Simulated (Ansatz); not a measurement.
# Two-dimensional strain map in KF

Level of theory: Ansatz, DFT r2SCAN, scalar-relativistic, plane waves, PAW. The runs took a 500 eV cutoff, a Γ-centred 8×8×8 mesh and Gaussian smearing (0.05 eV). No spin polarisation. Energies are free energies at this smearing, counted from the undisturbed cell; pressure is positive in compression.

The undisturbed cell (as given, not relaxed at this level; it stands at -0.5 GPa):

```yaml
crystal:
  lattice:
    - [0.00000, 2.67350, 2.67350]
    - [2.67350, 0.00000, 2.67350]
    - [2.67350, 2.67350, 0.00000]
  atoms:
    - { symbol: K, position: [0.00000, 0.00000, 0.00000] }
    - { symbol: F, position: [0.50000, 0.50000, 0.50000] }
```

The cell is strained by p along both x and y and by q along z, fractional coordinates fixed. Points are written (p, q).

Energy above the undisturbed cell in meV/atom (a dash: not computed):

```csv
p \ q,-0.050,-0.025,0.000,0.025,0.050
-0.050,?,30.9,25.2,25.1,28.9
-0.025,18.5,7.3,3.8,5.7,?
0.000,10.2,?,0.0,4.0,11.6
0.025,14.7,8.1,8.9,14.9,24.4
0.050,28.4,?,26.9,34.9,46.2
```

Fill in the withheld energies.

(-0.050, -0.050): 44.5; (-0.025, 0.050): 11.5; (0.000, -0.025): 1.3; (0.050, -0.025): 24.0.